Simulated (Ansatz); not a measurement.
Te₂Pt, space group P-3m1, a band structure

With Ansatz 0.2.0, Python API.

Input file `te2pt.extxyz`:
```text
3
Lattice="4.01 0.0 0.0 -2.005 3.47276187 0.0 0.0 0.0 5.201" Properties=species:S:1:pos:R:3 pbc="T T T"
Te   -0.00000000    2.31517458    1.30025000
Te    2.00500000    1.15758729    3.90075000
Pt    0.00000000    0.00000000    0.00000000
```

The cells in order, each with its output:

In [1]:
```python
import warnings

import ansatz as az
import numpy as np
```

In [2]:
```python
FUNCTIONAL = 'r2scan'
MESH = (6, 6, 4)
FILLING = 'Fermi-Dirac'
WIDTH_EV = 0.1
N_EMPTY = 10
```

In [3]:
```python
warnings.simplefilter('ignore', az.DeckWarning)

crystal = az.Crystal.from_extxyz('te2pt.extxyz')
```

In [4]:
```python
path = [
    ('G', (0.0, 0.0, 0.0)),
    ('M', (0.5, 0.0, 0.0)),
    ('K', (0.33333, 0.33333, 0.0)),
    ('G', (0.0, 0.0, 0.0)),
    ('A', (0.0, 0.0, 0.5)),
    ('L', (0.5, 0.0, 0.5)),
]
calculation = (
    crystal.calculation()
    .functional(FUNCTIONAL)
    .pseudopotentials('paw')
    .kpoints(*MESH)
    .occupations(FILLING, width=WIDTH_EV)
    .band_structure([point for _, point in path], intervals=10)
    .scf(extra_bands=N_EMPTY)
    .density()
)
result = calculation.run(threads=1, pin='off')
summary = result.report
```

In [5]:
```python
summary['free_energy_ev']
```
Out [5]:
```text
-26527.631889142303
```

In [6]:
```python
result.lattice.cell_ang
```
Out [6]:
```text
array([[ 4.01      ,  0.        ,  0.        ],
       [-2.005     ,  3.47276187,  0.        ],
       [ 0.        ,  0.        ,  5.201     ]])
```

In [7]:
```python
energy = summary['free_energy_ev']
print('Te2Pt: {:.6f} eV = {:.6f} Ry = {:.6f} Ha'.format(energy, energy / 13.605693, energy / 27.211386))
print('Fermi level {:.4f} eV, {} k-points, {} symmetry operations'.format(summary['fermi_energy_ev'], summary['n_kpoints'], summary['n_symmetry_ops']))

rho = result.density()
total = sum(ch.density_e_per_ang3 for ch in rho.channels[:2]) if len(rho.channels) < 3 else rho.channels[0].density_e_per_ang3
print('grid', rho.dims, 'electrons', round(float(total.mean() * rho.cell_volume_ang3), 4))
print(f'density range {total.min():.4f} to {total.max():.4f} e/A^3')
print(np.array2string(total[:: max(rho.dims[0] // 8, 1), :: max(rho.dims[1] // 8, 1), 0], precision=3, suppress_small=True))
```
```text
Te2Pt: -26527.631889 eV = -1949.744999 Ry = -974.872500 Ha
Fermi level 14.0876 eV, 24 k-points, 12 symmetry operations
grid (30, 30, 40) electrons 50.0
density range 0.0202 to 17.5870 e/A^3
[[11.912  8.767  2.199  0.419  0.203  0.164  0.203  0.419  2.199  8.767]
 [ 8.767  8.767  3.65   0.669  0.266  0.186  0.186  0.266  0.669  3.65 ]
 [ 2.199  3.65   2.199  0.669  0.307  0.223  0.207  0.223  0.307  0.669]
 [ 0.419  0.669  0.669  0.419  0.266  0.223  0.222  0.222  0.223  0.266]
 [ 0.203  0.266  0.307  0.266  0.203  0.186  0.207  0.222  0.207  0.186]
 [ 0.164  0.186  0.223  0.223  0.186  0.164  0.186  0.223  0.223  0.186]
 [ 0.203  0.186  0.207  0.222  0.207  0.186  0.203  0.266  0.307  0.266]
 [ 0.419  0.266  0.223  0.222  0.222  0.223  0.266  0.419  0.669  0.669]
 [ 2.199  0.669  0.307  0.223  0.207  0.223  0.307  0.669  2.199  3.65 ]
 [ 8.767  3.65   0.669  0.266  0.186  0.186  0.266  0.669  3.65   8.767]]
```

In [8]:
```python
bands = result.band_structure()
fermi = bands.fermi_energy_ev
print(f'zero of the bands: {fermi:.3f} eV, the Fermi level found on the SCF mesh')
for spin, channel in enumerate(bands.channels):
    levels = channel.eigenvalues_ev - fermi
    crossing = [b for b in range(levels.shape[1]) if levels[:, b].min() < 0 < levels[:, b].max()]
    print(f'channel {spin}: bands that cross the Fermi level on this path:', [b + 1 for b in crossing] or 'none')
    shown = crossing or sorted(np.argsort(np.abs(levels).min(axis=0))[:2])
    for k, row in zip(bands.kpoints_frac, levels[:, shown]):
        print(f'{k[0]:7.3f} {k[1]:7.3f} {k[2]:7.3f}  ', ' '.join(f'{e:8.3f}' for e in row))
```
```text
zero of the bands: 14.088 eV, the Fermi level found on the SCF mesh
channel 0: bands that cross the Fermi level on this path: [25, 26, 27]
  0.000   0.000   0.000      1.127    1.127    1.356
  0.050   0.000   0.000      0.867    1.189    1.465
  0.100   0.000   0.000      0.436    1.349    1.567
  0.150   0.000   0.000     -0.050    1.562    1.625
  0.200   0.000   0.000     -0.566    1.592    1.793
  0.250   0.000   0.000     -1.097    1.413    2.021
  0.300   0.000   0.000     -1.629    1.109    2.229
  0.350  -0.000   0.000     -2.145    0.770    2.405
  0.400   0.000   0.000     -2.617    0.482    2.538
  0.450   0.000   0.000     -2.985    0.296    2.621
  0.500   0.000   0.000     -3.141    0.232    2.649
  0.483   0.033   0.000     -3.000    0.222    2.552
  0.467   0.067   0.000     -2.729    0.194    2.297
  0.450   0.100   0.000     -2.451    0.147    1.952
  0.433   0.133   0.000     -2.205    0.083    1.567
  0.417   0.167   0.000     -2.015    0.005    1.175
  0.400   0.200   0.000     -1.897   -0.074    0.798
  0.383   0.233   0.000     -1.865   -0.136    0.454
  0.367   0.267   0.000     -1.925   -0.169    0.165
  0.350   0.300   0.000     -2.064   -0.168   -0.042
  0.333   0.333   0.000     -2.257   -0.140   -0.140
  0.300   0.300   0.000     -1.813   -0.038    0.001
  0.267   0.267   0.000     -1.364    0.103    0.416
  0.233   0.233   0.000     -0.936    0.279    0.899
  0.200   0.200   0.000     -0.551    0.492    1.329
  0.167   0.167   0.000     -0.229    0.733    1.627
  0.133   0.133   0.000      0.023    0.971    1.752
  0.100   0.100   0.000      0.230    1.156    1.726
  0.067   0.067   0.000      0.466    1.236    1.619
  0.033   0.033   0.000      0.823    1.190    1.486
  0.000   0.000   0.000      1.127    1.127    1.356
  0.000   0.000   0.050      1.156    1.156    1.291
  0.000   0.000   0.100      1.104    1.240    1.240
  0.000   0.000   0.150      0.823    1.366    1.366
  0.000   0.000   0.200      0.477    1.522    1.522
  0.000   0.000   0.250      0.094    1.695    1.695
  0.000   0.000   0.300     -0.305    1.871    1.871
  0.000   0.000   0.350     -0.697    2.035    2.035
  0.000   0.000   0.400     -1.058    2.173    2.173
  0.000   0.000   0.450     -1.341    2.266    2.266
  0.000   0.000   0.500     -1.365    2.299    2.299
  0.050   0.000   0.500     -0.857    1.982    2.153
  0.100   0.000   0.500     -0.446    1.324    1.810
  0.150   0.000   0.500     -0.406    0.784    1.419
  0.200   0.000   0.500     -0.965    0.700    1.075
  0.250   0.000   0.500     -1.090    0.775    0.827
  0.300   0.000   0.500     -0.876    0.683    0.891
  0.350  -0.000   0.500     -0.807    0.614    1.070
  0.400   0.000   0.500     -0.843    0.588    1.275
  0.450   0.000   0.500     -0.902    0.581    1.432
  0.500   0.000   0.500     -0.929    0.580    1.491
```

Reading the output:
- Total energies depend on the potentials; only differences at equal settings carry meaning. A total without «per atom» is that of the cell as typed.
- For a metal this k-point mesh is coarse: on a finer one energies can move by several to tens of meV an atom and pressures by half a GPa or more, differences at one mesh by less.
- The zero of the levels is a convention of the potentials, so an absolute Fermi energy is no work function.
- Of the deposited cell: the entry's cell lengths or inner coordinates differ somewhat from later room-temperature determinations.
- Spin-orbit coupling, which matters for elements this heavy, is left out.
- Grid values close to the nuclei reflect the PAW or pseudopotential construction, not the all-electron fields.
- The structure is a deposited one; some such entries were measured under pressure or heat, so a shift against it needn't be the functional's error alone.
- Levels are Kohn-Sham eigenvalues on this mesh, without spin-orbit coupling.
- Wall time of the script: 11 s on 1 thread of Arm Neoverse V2, on a shared host, peak memory 0.54 GiB.

(Lines on the test bed's own set-up are left out of the output.)
